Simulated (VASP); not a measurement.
Set up this calculation in VASP 6.6.1, as the native input.

```
Task                   : single point
Functional             : r2SCAN
Potentials or basis    : VASP PAW PBE potentials, release 64 (Pb_d, Te)
Cutoff                 : 520 eV
k mesh                 : 6 × 6 × 6
Occupations            : fermi-dirac, width 0.02 eV
Spin                   : no spin polarisation
Dipole correction      : no
Further INCAR settings : ALGO = Normal; EDIFF = 1e-06; NBANDS = 20
```

Te2Pb:

```
Pb Te
1.0
     2.12700    1.22802    6.26421
    -2.12700    1.22802    6.26421
     0.00000   -2.45604    6.26421
Pb Te
1 2
Direct
  0.00000 0.00000 0.00000
  0.22975 0.22975 0.22975
  0.77025 0.77025 0.77025
```

The cell was built by a generator and needn't be a form met in nature.

The input as run:

POSCAR

```
Te2Pb
1.0
    2.1269962715      1.2280218699      6.2642067447
   -2.1269962715      1.2280218699      6.2642067447
    0.0000000000     -2.4560437398      6.2642067447
Pb Te
1 2
Direct
    0.0000000000      0.0000000000      0.0000000000
    0.2297518143      0.2297518143      0.2297518143
    0.7702481857      0.7702481857      0.7702481857
```

INCAR.step1

```
PREC = Accurate
ENCUT = 520
ISMEAR = -1
SIGMA = 0.02
LREAL = F
LASPH = T
NELM = 100
NBANDS = 20
GGA = PE
ALGO = Normal
EDIFF = 1E-4
LWAVE = T
LCHARG = F
```

INCAR.step2

```
PREC = Accurate
ENCUT = 520
EDIFF = 1E-6
ISMEAR = -1
SIGMA = 0.02
LREAL = F
LASPH = T
NELM = 100
ALGO = Normal
ISIF = 2
LWAVE = F
LCHARG = T
METAGGA = R2SCAN
LMIXTAU = T
LELF = T
LVHAR = T
NBANDS = 20
ISTART = 1
```

KPOINTS

```
Automatic mesh
0
Gamma
  6 6 6
```

Potentials or basis: VASP PAW PBE potentials, release 64 (Pb_d, Te).

Command:

```console
$ cat potpaw_PBE.64/Pb_d/POTCAR potpaw_PBE.64/Te/POTCAR > POTCAR
$ cp INCAR.step1 INCAR
$ mpirun -np 1 vasp_std > vasp.out
$ cp INCAR.step2 INCAR
$ mpirun -np 1 vasp_std > vasp.out
```

Results of the run:

```json
{"Pressure": "0.9 GPa", "Largest force": "0.007 eV/Å", "Band gap on the k mesh": "none (metal or under the smearing width)"}
```

Caveat: the PAW data sets were made with another functional, which shifts forces and pressure a little.

Run time: 7.4 min on 1 thread of Intel(R) Xeon(R) Platinum 8488C (Sapphire Rapids) (shared host), peak memory 0.41 GiB.
